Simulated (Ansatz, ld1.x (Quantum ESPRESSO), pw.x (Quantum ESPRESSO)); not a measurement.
**magnesium: does the RRKJ potential hold in the solid?**

| Property | Result |
| --- | --- |
| Element | Mg (Z = 12) |
| Generator | ld1.x (Quantum ESPRESSO) 7.5 |
| Type | norm-conserving RRKJ (Kleinman–Bylander form) |
| Functional | PBE |
| Relativity | scalar-relativistic |
| Frozen core | [Ne] |
| Valence charge | 2 |
| Reference configuration | 3s1 3p0 (charge +1) |
| Partial waves | 3p (bound, empty): rc 3.05 bohr; 3s (bound): rc 2.15 bohr |
| Local potential | the s channel |
| Core correction | none |
| rho0 | 0.001 |

Atomic tests: cutoffs needed: 6 Ry and 18 Ry (the cutoffs (Ry, on a coarse ladder) from which the occupation-weighted sum of valence levels, in a spherical-Bessel basis at the reference potential, stays within 10 and 1 mRy of its value at 400 Ry); ghost test: no extra level below or beside the all-electron valence levels (p, s, d, f tested) (spherical-Bessel basis up to 400 Ry, 20 bohr box); largest excitation error: +54 meV (all-electron minus pseudo) for 3s0 3p1, out of 5 test configurations.

Crystal test: fcc Mg in pw.x 7.5, no spin, 13³ k-points, Fermi–Dirac smearing 0.01 Ry, cutoffs 35/140 Ry. The reference is all-electron LAPW (Ansatz 0.2.0) with the same functional, mesh and smearing; V0 and B0 come from Birch–Murnaghan fits to the pressures at five volumes. Errors are pseudo minus all-electron; Δ is the rms difference of the E(V) curves that follow from these fits, minima aligned, over ±6 % about the mean V0. Mesh and smearing are coarse, so the numbers serve the comparison and aren't converged zero-temperature values; the lattice is a test structure that the element need not adopt.

```tsv
V (Å³/atom)	P all-electron (GPa)	P pseudo (GPa)
22.038	1.91	3.34
22.618	0.86	2.20
23.198	-0.07	1.19
23.778	-0.88	0.29
24.358	-1.60	-0.50
```

All-electron: a0 = 4.524 Å (V0 = 23.15 Å³/atom), B0 = 35.0 GPa.

Pseudopotential: mean pressure error (GPa): +1.26; a0 (Å): 4.578; a0 error (%): +1.18; B0 error (%): -4.9; Δ (meV/atom): 6.2. This is a poor potential for the solid.

Task: At the middle volume, how do free energy and pressure move when the wave cutoff is lowered (ecutrho kept at four times it)?

Result:

| cutoff (Ry) | shift of F (meV/atom) | shift of P (GPa) |
| --- | --- | --- |
| 16 | +17.2 | -0.11 |
| 21 | +6.8 | -0.08 |
| 28 | +0.9 | -0.02 |

The run at the middle volume (84 k-points, 12 iterations) took about 6.6 s on one core of a shared host (Neoverse-V1, 32 threads, 247 GiB, load 16).
